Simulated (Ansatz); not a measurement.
**Al2Ru: tests of the settings**

Aim, for Al2Ru: see how the k-point mesh shifted by half a step moves the results.

Method: DFT PBEsol, scalar-relativistic, plane waves, PAW, in Ansatz 0.2.0.

1 further run of the same task is left out (set aside as unsound or not needed). Runs told in other sessions of the task aren't counted.

### Step 1. The system as given

Symmetry: Fddd, No. 70, orthorhombic system. Conventional cell: a = 4.705 Å, b = 7.980 Å, c = 8.783 Å, α = 90.00°, β = 90.00°, γ = 90.00°. Al (site symmetry 2) has 5 Ru at 2.57 to 2.72 Å and 5 Al at 2.60 to 2.73 Å in its first shell of neighbours. Ru (site symmetry 222) has 10 Al at 2.57 to 2.72 Å in its first shell of neighbours.

Structure file:

```cif
data_structure
_symmetry_space_group_name_H-M 'Fddd:1'
_symmetry_Int_Tables_number 70
_cell_length_a 4.7049
_cell_length_b 7.9797
_cell_length_c 8.7831
_cell_angle_alpha 90.000
_cell_angle_beta 90.000
_cell_angle_gamma 90.000
_cell_volume 329.75
loop_
_atom_site_label
_atom_site_type_symbol
_atom_site_symmetry_multiplicity
_atom_site_Wyckoff_symbol
_atom_site_fract_x
_atom_site_fract_y
_atom_site_fract_z
_atom_site_occupancy
Al1 Al 16 f 0.75000 0.57906 0.25000 1
Ru1 Ru 8 b 0.75000 0.25000 0.25000 1
```

The structure comes from the Materials Project (structure only); it is used as listed.

### Step 2. The base run, which the others are set against

input.yaml reads:

```yaml
crystal:
  lattice:
    - [0.0, 3.9898374997, 4.3915250777]
    - [2.3524746913, 0.0, 4.3915250777]
    - [2.3524746913, 3.9898374997, 0.0]
  atoms:
    - { symbol: Al, position: [0.07906103, 0.42093897, 0.07906103] }
    - { symbol: Al, position: [0.42093897, 0.07906103, 0.42093897] }
    - { symbol: Al, position: [0.17093897, 0.82906103, 0.17093897] }
    - { symbol: Al, position: [0.82906103, 0.17093897, 0.82906103] }
    - { symbol: Ru, position: [0.75, 0.75, 0.75] }
    - { symbol: Ru, position: [0.5, 0.5, 0.5] }
basis:
  ecutwfc: 420
kpoints:
  mp_grid: { grid: [10, 10, 10] }
hamiltonian:
  xc: pbesol
scf:
  occupations: { method: gaussian, width: 0.01 }
output:
  forces: true
  stress: true
  eigenvalues: true
  populations: true
  write_density: true
  write_potential: true
  elf: true
  volumetric_format: npy
```

It was run beforehand and gave: -2289.2200 eV/atom at zero smearing, pressure -0.53 GPa, largest force 0.015 eV/Å, gap on the mesh 0.08 eV, in 6 SCF cycles and 51 s.

### Step 3. K-point mesh shifted by half a step set to 4×4×4

input.yaml reads:

```yaml
crystal:
  lattice:
    - [0.0, 3.9898374997, 4.3915250777]
    - [2.3524746913, 0.0, 4.3915250777]
    - [2.3524746913, 3.9898374997, 0.0]
  atoms:
    - { symbol: Al, position: [0.07906103, 0.42093897, 0.07906103] }
    - { symbol: Al, position: [0.42093897, 0.07906103, 0.42093897] }
    - { symbol: Al, position: [0.17093897, 0.82906103, 0.17093897] }
    - { symbol: Al, position: [0.82906103, 0.17093897, 0.82906103] }
    - { symbol: Ru, position: [0.75, 0.75, 0.75] }
    - { symbol: Ru, position: [0.5, 0.5, 0.5] }
basis:
  ecutwfc: 420
kpoints:
  mp_grid: { grid: [4, 4, 4], shift: [0.5, 0.5, 0.5] }
hamiltonian:
  xc: pbesol
scf:
  occupations: { method: gaussian, width: 0.01 }
output:
  forces: true
  stress: true
  eigenvalues: true
```

Run with:

```console
$ ansatz run input.yaml --threads 1 --pin off --max-ram 2560MiB --backend cpu --events-out ev --progress --plain --runs-dir out
```

### Step 4. K-point mesh shifted by half a step: 6×6×6

input.yaml: that of step 3 with these lines changed.

```diff
@@ -15,3 +15,3 @@
 kpoints:
-  mp_grid: { grid: [4, 4, 4], shift: [0.5, 0.5, 0.5] }
+  mp_grid: { grid: [6, 6, 6], shift: [0.5, 0.5, 0.5] }
 hamiltonian:
```

### Step 5. K-point mesh shifted by half a step: 8×8×8

input.yaml: that of step 4 with these lines changed.

```diff
@@ -15,3 +15,3 @@
 kpoints:
-  mp_grid: { grid: [6, 6, 6], shift: [0.5, 0.5, 0.5] }
+  mp_grid: { grid: [8, 8, 8], shift: [0.5, 0.5, 0.5] }
 hamiltonian:
```

(Steps that only read results are left out.)

**Question.** What does this series show? Wanted: largest energy shift, k-point mesh shifted by half a step.

The runs gave:

```
                                                 quantity                   value
largest energy shift, k-point mesh shifted by half a step  0.24 meV/atom at 4×4×4
```

The densest shifted mesh lands 0.01 meV/atom from the base run. The shift lowers the symmetry that the mesh keeps.
